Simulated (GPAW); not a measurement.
The system is TaS2.

```
Ta S
1.0
     3.35000    0.00000    0.00000
    -1.67500    2.90119    0.00000
     0.00000    0.00000    5.86000
Ta S
1 2
Direct
  0.00000 0.00000 0.00000
  0.66667 0.33333 0.75000
  0.33333 0.66667 0.25000
```

```yaml
Program: GPAW 26.7.0
Task: relaxation of cell and atoms
Functional: LDA
Potentials_or_basis: the program's PAW data sets (release 1.2.1) made for this functional
Cutoff: 600 eV
Basis: pw
k_mesh: 7 × 7 × 4
Occupations: fermi-dirac, width 0.05 eV
Spin: no spin polarisation
```

At the start: pressure 1.3 GPa; volume 18.98 Å³/atom.

Q: How do energy, volume and symmetry change on relaxing?

A: Over 12 steps the energy falls by 24.5 meV/atom and the volume is 17.76 Å³/atom (-6.5 %); space group P-3m1 (No. 164, to 0.05 Å).

Step by step:
| step | energy change (eV) | largest force (eV/Å) | pressure (GPa) | volume (Å³) |
| --- | --- | --- | --- | --- |
| 1 | 0.0000 | 0.7374 | 1.26 | 56.95 |
| 2 | -0.0161 | 0.5229 | -0.03 | 57.08 |
| 3 | -0.0371 | 0.0562 | -2.59 | 57.10 |
| 4 | -0.0430 | 0.0230 | -2.79 | 56.85 |
| 5 | -0.0594 | 0.1609 | -2.09 | 55.49 |
| 6 | -0.0635 | 0.0597 | -0.94 | 54.94 |
| 7 | -0.0648 | 0.0619 | -0.02 | 54.65 |
| 8 | -0.0653 | 0.0846 | 0.17 | 54.55 |
| 9 | -0.0689 | 0.1723 | 0.98 | 53.86 |
| 10 | -0.0714 | 0.1629 | 1.11 | 53.34 |
| 11 | -0.0730 | 0.0750 | 0.56 | 53.18 |
| 12 | -0.0735 | 0.0115 | 0.07 | 53.28 |

Final structure:
```yaml
crystal:
  lattice:
    - [3.28837, 0.00000, 0.00000]
    - [-1.64419, 2.84782, 0.00000]
    - [0.00000, 0.00000, 5.68917]
  atoms:
    - { symbol: Ta, position: [0.00000, 0.00000, 0.00000] }
    - { symbol: S, position: [0.66667, 0.33333, 0.72968] }
    - { symbol: S, position: [0.33333, 0.66667, 0.27032] }
```

Caveat: later steps reuse the first step's grids.
